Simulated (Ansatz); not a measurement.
The cell is COD entry 1531230, as deposited and not checked against the literature; nothing was relaxed.

An input for Te: DFT, PBE, PAW with Ansatz's default frozen-core files, scalar-relativistic (Ansatz 0.2.0).

```yaml
crystal:
  lattice:
    - [4.4579994587, 0.0, 0.0]
    - [-2.2289997294, 3.8607407813, 0.0]
    - [0.0, 0.0, 5.925]
  atoms:
    - { symbol: Te, position: [0.745, 0.0, 0.3333333333] }
    - { symbol: Te, position: [0.0, 0.745, 0.6666666667] }
    - { symbol: Te, position: [0.255, 0.255, 0.0] }
kpoints:
  mp_grid: { grid: [9, 9, 6] }
  band_path:
    path:
      - [0.0, 0.0, 0.0]
      - [0.5, 0.0, 0.0]
      - [0.3333333333, 0.3333333333, 0.0]
      - [0.0, 0.0, 0.0]
      - [0.0, 0.0, 0.5]
      - [0.5, 0.0, 0.5]
      - [0.3333333333, 0.3333333333, 0.5]
      - [0.0, 0.0, 0.5]
      - [0.5, 0.0, 0.5]
    npoints: 8
scf:
  occupations: { method: fermi_dirac, width: 0.08 }
hamiltonian:
  xc: pbe
  pseudopotentials: { kind: paw }
output:
  forces: true
  stress: true
  eigenvalues: true
  efg: { contact_densities: true }
  populations: true
  bader: true
  dos: { projected: true, de: 0.2, e_range: [-14, 8] }
```

Set-up and iterations as logged by Ansatz (the results part is left out, to be predicted):

```
Engine: ansatz 0.2.0
Pseudopotentials: kind: paw
Pseudopotential: Te, paw, valence charge 16, recommended cutoff 420 eV (normal)
Functional definition: PBE
  parameter kappa = 0.804
  parameter beta = 0.06672455060314922
  exchange = pbe_x(kappa = kappa, mu = beta*pi^2/3)
  correlation = pbe_c(beta = beta)
Crystal: 3 atoms, lattice volume = 101.976 Å³
Basis set: ecut = 420 eV, 2017 PW (Γ), exchange–correlation on 60×60×80 points (8 copies of the dense FFT grid, shifted against one another)
Bands: 29, of which v1, the nominal top of the filled ones, is band 24 counted from 1 (23 counted from 0)
Symmetry: 6 space group operations
Space group: P3121 (ITA 152), of the structure as read, at distance tolerance 4.7e-5 Å
k-points: 62 of 486 (time reversal used)
Non-local potential: Te, projectors of the file, l = 0: 2, l = 1: 2, l = 2: 2, l = 3: 2
PAW form: soft (Blöchl's): semilocal exchange-correlation on the pseudo side does not see the compensation charge
PAW one-centre angular grid: Te, 590 points (default); XC on 64 Gauss nodes
Initial density: superposition of atomic densities (neutral atoms: chi_scale 0, normalization atom), corrected by the library's trained network
Initial wavefunctions: pseudopotential atomic-orbital guess
Functional: x = pbe(κ = 0.804, μ = 0.2195149727645171), c = pbe(β = 0.06672455060314922)
SCF iter   1: F=—  HF=-20939.794808 eV  |F-HF|=—  |Δ(HF+E_count)|=         —  Δρ=1.10e-3  dr2=7.65e-4  ethr=1.77e-3  ⟨swp⟩=7.4  Hψ=8349  notcnv=0
SCF iter   2: F=—  HF=-20939.794136 eV  |F-HF|=—  |Δ(HF+E_count)|=   6.72e-4  Δρ=7.18e-4  dr2=3.52e-4  ethr=1.59e-6  ⟨swp⟩=2.8  Hψ=4003  notcnv=0
SCF iter   3: F=—  HF=-20939.794471 eV  |F-HF|=—  |Δ(HF+E_count)|=   3.35e-4  Δρ=3.89e-4  dr2=1.18e-4  ethr=7.34e-7  ⟨swp⟩=2.9  Hψ=3241  notcnv=0
SCF iter   4: F=—  HF=-20939.794661 eV  |F-HF|=—  |Δ(HF+E_count)|=   1.90e-4  Δρ=7.58e-5  dr2=6.40e-6  ethr=2.47e-7  ⟨swp⟩=2.0  Hψ=2363  notcnv=0
SCF iter   5: F=—  HF=-20939.794671 eV  |F-HF|=—  |Δ(HF+E_count)|=   1.06e-5  Δρ=2.99e-5  dr2=1.08e-6  ethr=1.33e-8  ⟨swp⟩=3.0  Hψ=3388  notcnv=0
SCF iter   6: F=-20939.794672 eV  HF=-20939.794672 eV  |F-HF|=5.33e-8  |Δ(HF+E_count)|=   1.01e-6  Δρ=7.98e-6  dr2=9.67e-8  ethr=2.08e-10  ⟨swp⟩=5.0  Hψ=8667  notcnv=0
```

Question: What pressure will this run report?

Answer: 3.14 GPa (positive in compression).

Question: How large will the largest force be?

Answer: 0.616 eV/Å.

Question: Is there a band gap?

Answer: 0.15 eV, indirect from the line L (0.5, 0, 0.5)–H (0.333, 0.333, 0.5) to H (0.333, 0.333, 0.5) (the direct gap is only 0.02 eV larger) (so small a gap may close at points that the mesh and path miss).
